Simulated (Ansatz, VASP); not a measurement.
## Two plane-wave programs on Cs4Br

```
Cs Br
1.0
     5.53884    0.00000    0.00000
     0.00000    5.53884    0.00000
     0.00000    0.00000    5.53884
Cs Br
4 1
Cartesian
  2.7694 0.0000 0.0000
  0.0000 2.7694 0.0000
  0.0000 0.0000 2.7694
  2.7694 2.7694 2.7694
  0.0000 0.0000 0.0000
```

Alike in both runs: task single point; functional PBE; k mesh 4 × 4 × 4; occupations gaussian, width 0.1 eV; no spin polarisation.

```csv
,VASP,Ansatz
version,VASP 6.6.1,Ansatz 0.2.0
potentials or method,"VASP PAW PBE potentials, release 64 (Cs_sv, Br)","scalar-relativistic, plane waves, PAW"
plane-wave cutoff (eV),520,420
valence electrons in the cell,43,43
```

|  | VASP | Ansatz | Ansatz less VASP |
| --- | --- | --- | --- |
| gap on the k mesh at the Fermi level (eV) | none | none | - |
| pressure (GPa) | 23.5 | 22.8 | -0.61 |

A gap of «none» marks a metal or a gap that the smearing closes. The functional is the same, so the differences come from potentials, cutoffs and numerics.

Caveats: so large a pressure means that the cell lies far from this level's equilibrium, or that cutoff or potentials fall short (VASP); an odd number of electrons without spin polarisation forces a metal; a magnetic or distorted state may lie lower. Spin-orbit coupling is left out, which matters for the levels of Cs.
